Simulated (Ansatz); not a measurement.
# TaN: the cost of one run

Method: DFT PBE, scalar-relativistic, in Ansatz 0.2.0.

### Step 1. The structure to begin with

The structure is cubic, space group Fm-3m (No. 225). Conventional cell: a = 4.358 Å, b = 4.358 Å, c = 4.358 Å, α = 90.00°, β = 90.00°, γ = 90.00°. Ta (site symmetry m-3m) is surrounded by 6 N at 2.18 Å. N (site symmetry m-3m) has 6 Ta at 2.18 Å as nearest neighbours.

As a file:

```xyz
2
Lattice="0.0000 2.1790 2.1790 2.1790 0.0000 2.1790 2.1790 2.1790 0.0000" Properties=species:S:1:pos:R:3 pbc="T T T"
Ta    2.1790    2.1790    2.1790
N     0.0000    0.0000    0.0000
```

Atoms are numbered in the order of the input: Ta1, N2.

### Step 2. The deformed structure

Space group Fm-3m before, R-3m after.

### Step 3. All-electron LAPW

Input file input.yaml:

```yaml
crystal:
  lattice:
    - [-0.02179, 2.168105, 2.168105]
    - [2.168105, -0.02179, 2.168105]
    - [2.168105, 2.168105, -0.02179]
  atoms:
    - { symbol: Ta, position: [0.5, 0.5, 0.5] }
    - { symbol: "N", position: [0.0, 0.0, 0.0] }
kpoints:
  mp_grid: { grid: [9, 9, 9] }
  band_path:
    path:
      - [0.0, 0.0, 0.0]
      - [0.5, 0.5, 0.5]
      - [0.2525443832, 0.5, 0.7474556168]
      - [-0.2525443832, 0.2525443832, 0.5]
      - [0.0, 0.0, 0.5]
      - [0.0, 0.0, 0.0]
      - [-0.3762721916, 0.0, 0.3762721916]
      - [0.0, 0.3762721916, 0.6237278084]
      - [0.0, 0.5, 0.5]
    npoints: 5
scf:
  occupations: { method: fermi_dirac, width: 0.02 }
hamiltonian:
  xc: pbe
  pseudopotentials: { kind: all_electron, lapw: { basis_error: 0.0005 } }
output:
  forces: true
  stress: true
  eigenvalues: true
```

Command:

```bash
ansatz run input.yaml --threads 1 --pin off --max-ram 3072MiB --backend cpu --events-out ev --progress --plain --runs-dir out
```

Q: Estimate wall time and peak memory on 1 thread of Arm Neoverse V2, shared host.

About 24 s, with a peak of 0.47 GiB.
